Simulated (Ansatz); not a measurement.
A run of Ansatz 0.2.0 is set up as follows.

File input.yaml:

```yaml
crystal:
  lattice:
    - [-1.508, 1.508, 2.1072475377]
    - [1.508, -1.508, 2.1072475377]
    - [1.508, 1.508, -2.1072475377]
  atoms:
    - { symbol: Co, position: [0.0, 0.0, 0.0], spin: 2.0 }
    - { symbol: O, position: [0.5, 0.5, 0.0] }
hamiltonian:
  xc: pbesol
  pseudopotentials: { kind: paw }
magnetization:
  spin_polarized: true
kpoints:
  mp_grid: { grid: [12, 12, 12] }
scf:
  occupations: { method: fermi_dirac, width: 0.05 }
output:
  forces: true
  stress: true
  eigenvalues: true
```

Potentials or basis: Ansatz PAW.

The run is started by

```sh
$ ansatz run input.yaml --threads 2 --pin off --max-ram 5632MiB --backend cpu --events-out ev --progress --plain --runs-dir out
```

Task: Predict the net moment.

Result: 2.94 μB per cell.

Task: What does it give for the site moments?

Result: Co +2.48; O +0.34 μB.

Stress tensor (GPa, compression positive):
```
-9.24  0.00  0.00
 0.00 -9.24  0.00
 0.00  0.00 -8.87
```

Caveat: the pressure holds a Pulay correction of +0.8 GPa for the finite cutoff; a cell with one magnetic atom can't hold antiferromagnetic order, which such compounds often take; semilocal functionals often make such compounds metallic where correlation or magnetic order opens a gap, which also shifts bond lengths; the PAW data sets come from PBE, with cores solved anew for the run's functional, which leaves a small shift of forces and pressure.
